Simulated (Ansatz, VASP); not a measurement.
# W in two plane-wave programs, part 2 of 2

Wanted: the spread between two codes on one cell, functional and k mesh. Of the first pair: The cell is taken from a series of runs on this material, whose earlier steps may have relaxed, scaled, displaced or heated it; both programs get it as it stands.

VASP 6.6.1 and Ansatz 0.2.0.

So far. Step 4 (Side by side): The forces differ by 75 meV/Å r.m.s., which is 77.0 % of the r.m.s. force of 0.097 eV/Å (both taken over all components). With vacuum in the cell, a pressure given here is an average over mostly empty space and none of the material.

### 6. Ansatz: relaxation, PBE

Level of this step: Ansatz beside VASP: Kohn-Sham DFT, plane waves, PBE (Ansatz).

The two programs are compared at the cell with which this relaxation starts, whose forces are those of its first step.

The structure compared here is the start of the Ansatz relaxation; VASP solves that cell, so the two are compared at the walk's first step.

File input.yaml:

```yaml
crystal:
  lattice:
    - [2.7407019351, 0.0, 0.0]
    - [-3.6542692468, 2.5839585647, 0.0]
    - [0.0, 0.0, 24.1888687968]
  atoms:
    - { symbol: W, position: [1.0, 1.0, 0.731281357] }
    - { symbol: W, position: [1.0, 0.5, 0.638768814] }
    - { symbol: W, position: [1.0, 1.0, 0.546256271] }
    - { symbol: W, position: [1.0, 0.5, 0.453743729] }
    - { symbol: W, position: [1.0, 1.0, 0.361231186] }
    - { symbol: W, position: [1.0, 0.5, 0.268718643] }
kpoints:
  mp_grid: { grid: [18, 18, 1] }
scf:
  occupations: { method: fermi_dirac, width: 0.05 }
  n_extra_bands: 8
hamiltonian:
  xc: pbe
  pseudopotentials: { kind: paw }
output:
  forces: true
  write_potential: true
  volumetric_format: []
relax:
  f_tol: 0.03
  max_steps: 45
  constraints: [{ sites: [2, 3] }]
```

Run with:

```console
> ansatz run input.yaml --threads 2 --pin off --max-ram 6144MiB --backend cpu --events-out ev --progress --plain --runs-dir out
```

Numbers of over 12 decimals in the logs are rounded to 6 here.

Log:

```text
[...]
Crystal: 6 atoms, lattice volume = 171.302 Å³
Basis set: ecut = 420 eV, 3419 PW (Γ), exchange–correlation on 40×60×324 points (8 copies of the dense FFT grid, shifted against one another)
Bands: 50, of which v1, the nominal top of the filled ones, is band 42 counted from 1 (41 counted from 0)
Symmetry: 8 space group operations
[...]
k-points: 91 of 324
[...]
--- Relaxed structure (5 steps of the walk, 4 accepted, 0 SCFs on fresh bases) ---
  F+E_penalty+E_count = -62306.06558142 eV   max|allowed force component| = 1.990e-2 eV/Å
  atoms:
    - { symbol: W, position: [1.0, 1.000000, 0.730402] }
    - { symbol: W, position: [1.0, 0.500000, 0.640234] }
    - { symbol: W, position: [1.0, 1.000000, 0.546256] }
    - { symbol: W, position: [1.0, 0.500000, 0.453744] }
    - { symbol: W, position: [1.0, 1.000000, 0.359766] }
    - { symbol: W, position: [1.0, 0.500000, 0.269598] }
[key lines of the parts left out:]
SCF converged after 4 iterations
Free energy (F): -62306.065581 eV
Fermi energy:    10.503308 eV
```

### 7. VASP: single point, PBE, start cell, pair 2

The same cell, functional, mesh and smearing now go to VASP, with its own data sets.

File INCAR:

```
SYSTEM = W
PREC = Accurate
ENCUT = 520
EDIFF = 1E-06
NELM = 120
ISMEAR = -1
SIGMA = 0.05
LREAL = .FALSE.
ALGO = Normal
GGA = PE
NBANDS = 24
LASPH = .TRUE.
LORBIT = 11
LWAVE = .FALSE.
LCHARG = .FALSE.
ISIF = 2
GGA_COMPAT = .FALSE.
KPAR = 2
```

File POSCAR:

```
W
1.0
    2.7407019351      0.0000000000      0.0000000000
   -3.6542692468      2.5839585647      0.0000000000
    0.0000000000      0.0000000000     24.1888687968
W
6
Direct
    0.0000006161      0.0000001685      0.7312813654
    0.0000006161      0.5000001685      0.6387688126
    0.0000006161      0.0000001685      0.5462562600
    0.0000006161      0.5000001685      0.4537437486
    0.0000006161      0.0000001685      0.3612311958
    0.0000006161      0.5000001685      0.2687186431
```

File KPOINTS:

```
Automatic mesh
0
Gamma
18 18 1
0 0 0
```

Potentials, in the order of the species: W (PBE family, release 64).

Run with:

```console
> mpirun -np 2 vasp_std
```

Log:

```text
[... set-up lines as in an earlier step ...]
 entering main loop
       N       E                     dE             d eps       ncg     rms          rms(c)
DAV:   1     0.167350554898E+03    0.16735E+03   -0.14704E+04  4368   0.125E+03
DAV:   2    -0.604437570366E+02   -0.22779E+03   -0.21643E+03  6136   0.295E+02
DAV:   3    -0.786161083459E+02   -0.18172E+02   -0.17457E+02  6032   0.712E+01
DAV:   4    -0.796448493285E+02   -0.10287E+01   -0.99992E+00  7080   0.152E+01
[...]
DAV:  25    -0.751887654143E+02   -0.25320E-05   -0.82184E-07  3696   0.543E-03    0.296E-03
DAV:  26    -0.751887676543E+02   -0.22400E-05   -0.45609E-07  3280   0.292E-03    0.418E-03
DAV:  27    -0.751887680732E+02   -0.41891E-06   -0.27271E-07  3248   0.271E-03
   1 F= -.75188768E+02 E0= -.75170540E+02  d E =-.364571E-01
```

Parts of OUTCAR (step 7):

```text
  Total       -3.9788649     -4.3873063     -2.2564243     -0.5776233      0.0000000      0.0000000
  in kB      -37.2140442    -41.0341678    -21.1041776     -5.4024705      0.0000000      0.0000000
  external PRESSURE =     -33.1174632 kB  Pullay stress =       0.0000000 kB

 POSITION                                       TOTAL-FORCE (eV/Angst)
 -----------------------------------------------------------------------------------
      0.00000      0.00000     17.68887         0.000000      0.000000     -0.633342
     -1.82713      1.29198     15.45109         0.000000      0.000000      0.744418
      0.00000      0.00000     13.21332        -0.000000      0.000000     -0.053839
     -1.82713      1.29198     10.97555         0.000000      0.000000      0.053839
      0.00000      0.00000      8.73777         0.000000      0.000000     -0.744418
     -1.82713      1.29198      6.50000         0.000000      0.000000      0.633342
 -----------------------------------------------------------------------------------
    total drift:                               -0.000055     -0.000038      0.000014

  FREE ENERGIE OF THE ION-ELECTRON SYSTEM (eV)
  ---------------------------------------------------
  free  energy   TOTEN  =       -75.1887680732 eV

  energy  without entropy=      -75.1523109569  energy(sigma->0) =      -75.17053952

[... 1 part as in an earlier step ...]

[... 2 further parts left out ...]
[key lines of the parts left out:]
E-fermi :   2.2445
```

### 8. Comparison

What differs besides the data sets and the points named for the pairs above, as far as they apply: the data sets hold 84 valence electrons in Ansatz (on its default PAW (the set named soft_2) files) and 36 in VASP. Total energies have different zeros and are not compared.

Forces (eV/Å; atoms numbered as in POSCAR):

```
atom        Ansatz x, y, z          VASP x, y, z
  W1  0.000, 0.000, -0.459  0.000, 0.000, -0.633
  W2   0.000, 0.000, 0.721   0.000, 0.000, 0.744
  W3  0.000, 0.000, -0.051  0.000, 0.000, -0.054
  W4   0.000, 0.000, 0.051   0.000, 0.000, 0.054
  W5  0.000, 0.000, -0.721  0.000, 0.000, -0.744
  W6   0.000, 0.000, 0.459   0.000, 0.000, 0.633
```

The forces differ by 59 meV/Å r.m.s., which is 18.0 % of the r.m.s. force of 0.326 eV/Å (both taken over all components). With vacuum in the cell, a pressure given here is an average over mostly empty space and none of the material.

### 9. Ansatz: relaxation, PBE

This run makes the geometry at which the two programs are then compared.

The structure compared here is the end of the Ansatz relaxation.

input.yaml is that of step 6.

Run with:

```console
> ansatz run input.yaml --threads 2 --pin off --max-ram 6144MiB --backend cpu --events-out ev --progress --plain --runs-dir out
```

Log:

```text
[...]
Crystal: 6 atoms, lattice volume = 171.302 Å³
Basis set: ecut = 420 eV, 3419 PW (Γ), exchange–correlation on 40×60×324 points (8 copies of the dense FFT grid, shifted against one another)
Bands: 50, of which v1, the nominal top of the filled ones, is band 42 counted from 1 (41 counted from 0)
Symmetry: 8 space group operations
[...]
k-points: 91 of 324
[...]
--- Relaxed structure (5 steps of the walk, 4 accepted, 0 SCFs on fresh bases) ---
  F+E_penalty+E_count = -62306.06558142 eV   max|allowed force component| = 1.990e-2 eV/Å
  atoms:
    - { symbol: W, position: [1.0, 1.000000, 0.730402] }
    - { symbol: W, position: [1.0, 0.500000, 0.640234] }
    - { symbol: W, position: [1.0, 1.000000, 0.546256] }
    - { symbol: W, position: [1.0, 0.500000, 0.453744] }
    - { symbol: W, position: [1.0, 1.000000, 0.359766] }
    - { symbol: W, position: [1.0, 0.500000, 0.269598] }
[key lines of the parts left out:]
SCF converged after 4 iterations
Free energy (F): -62306.065581 eV
Fermi energy:    10.503308 eV
```

### 10. VASP: single point, PBE, relaxed cell, pair 3

The same cell, functional, mesh and smearing now go to VASP, with its own data sets.

INCAR is that of step 7.

File POSCAR:

```
W
1.0
    2.7407019351      0.0000000000      0.0000000000
   -3.6542692468      2.5839585647      0.0000000000
    0.0000000000      0.0000000000     24.1888687968
W
6
Direct
    0.0000000000      0.0000000000      0.7304021050
    0.0000000000      0.5000000000      0.6402335168
    0.0000000000      0.0000000000      0.5462562710
    0.0000000000      0.5000000000      0.4537437290
    0.0000000000      0.0000000000      0.3597664832
    0.0000000000      0.5000000000      0.2695978950
```

KPOINTS is that of step 7.

Run with:

```console
> mpirun -np 2 vasp_std
```

Log:

```text
[... set-up lines as in an earlier step ...]
 entering main loop
       N       E                     dE             d eps       ncg     rms          rms(c)
DAV:   1     0.168124517830E+03    0.16812E+03   -0.14710E+04  4368   0.125E+03
DAV:   2    -0.604521441877E+02   -0.22858E+03   -0.21721E+03  6128   0.296E+02
DAV:   3    -0.786069889068E+02   -0.18155E+02   -0.17409E+02  5984   0.711E+01
DAV:   4    -0.796665074734E+02   -0.10595E+01   -0.10268E+01  7128   0.153E+01
[...]
DAV:  25    -0.752355856655E+02   -0.16230E-05   -0.41130E-07  3360   0.340E-03    0.169E-03
DAV:  26    -0.752355891834E+02   -0.35180E-05   -0.36358E-07  3352   0.305E-03    0.213E-03
DAV:  27    -0.752355896713E+02   -0.48782E-06   -0.16777E-07  3232   0.198E-03
   1 F= -.75235590E+02 E0= -.75218207E+02  d E =-.347646E-01
```

OUTCAR, selected parts (step 10):

```text
  Total       -3.3059541     -3.7766003     -1.5585677     -0.6655943      0.0000000      0.0000000
  in kB      -30.9203564    -35.3222775    -14.5771745     -6.2252564      0.0000000      0.0000000
  external PRESSURE =     -26.9399362 kB  Pullay stress =       0.0000000 kB

 POSITION                                       TOTAL-FORCE (eV/Angst)
 -----------------------------------------------------------------------------------
      0.00000      0.00000     17.66760         0.000000      0.000000     -0.205942
     -1.82713      1.29198     15.48652         0.000000      0.000000      0.055794
      0.00000      0.00000     13.21332         0.000000      0.000000      0.182341
     -1.82713      1.29198     10.97555         0.000000      0.000000     -0.182341
      0.00000      0.00000      8.70234         0.000000      0.000000     -0.055794
     -1.82713      1.29198      6.52127         0.000000      0.000000      0.205942
 -----------------------------------------------------------------------------------
    total drift:                               -0.000000      0.000000      0.000000

  FREE ENERGIE OF THE ION-ELECTRON SYSTEM (eV)
  ---------------------------------------------------
  free  energy   TOTEN  =       -75.2355896713 eV

  energy  without entropy=      -75.2008250253  energy(sigma->0) =      -75.21820735

[... 2 parts as in an earlier step ...]

[... 1 further part left out ...]
[key lines of the parts left out:]
E-fermi :   2.2704
```

### 11. Comparison

What differs besides the data sets and the points named for the pairs above, as far as they apply: the data sets hold 84 valence electrons in Ansatz (on its default PAW (the set named soft_2) files) and 36 in VASP. Total energies have different zeros and are not compared.

Forces (eV/Å; atoms numbered as in POSCAR):

```
atom        Ansatz x, y, z          VASP x, y, z
  W1   0.000, 0.000, 0.001  0.000, 0.000, -0.206
  W2  0.000, 0.000, -0.020   0.000, 0.000, 0.056
  W3   0.000, 0.000, 0.210   0.000, 0.000, 0.182
  W4  0.000, 0.000, -0.210  0.000, 0.000, -0.182
  W5   0.000, 0.000, 0.020  0.000, 0.000, -0.056
  W6  0.000, 0.000, -0.001   0.000, 0.000, 0.206
```

The forces differ by 74 meV/Å r.m.s., which is 79.2 % of the r.m.s. force of 0.094 eV/Å (both taken over all components). With vacuum in the cell, a pressure given here is an average over mostly empty space and none of the material.

### 12. What came out

* r.m.s. force difference (single point, PBE, pair 1): 75 meV/Å
* r.m.s. force difference (single point, PBE, start cell, pair 2): 18 % of the r.m.s. force
* r.m.s. force difference (single point, PBE, relaxed cell, pair 3): 74 meV/Å

What this shows: The r.m.s. force difference is 75 meV/Å (single point, PBE, pair 1), beyond the 12 meV/Å picked in this series as the mark of a large difference. The data sets hold unlike numbers of valence electrons (84 in Ansatz and 36 in VASP), so part of the differences comes from the potentials. Single point, PBE, pair 1, VASP with the data sets W_sv and a cutoff of 400 eV: r.m.s. force difference goes from 75 to 11 meV/Å. What causes the difference of the single point, PBE, start cell, pair 2 pair stays open here. What causes the difference of the single point, PBE, relaxed cell, pair 3 pair stays open here. Such differences can come from data sets, numerical settings and the points named under the comparisons, not from the functional's error against experiment.

[Lines on the potential files, build, host, timing and source positions are cut from VASP's logs without a mark.]

[Logs are printed without paths, hosts, clocks, repeated set-up lines and the standing remarks that a program may print on its own settings, such as how far it seeks lower states.]

[Hosts, paths, dates, database ids (printed as entryN), source tags and the programs' standing remarks are cut or masked in the printed files.]
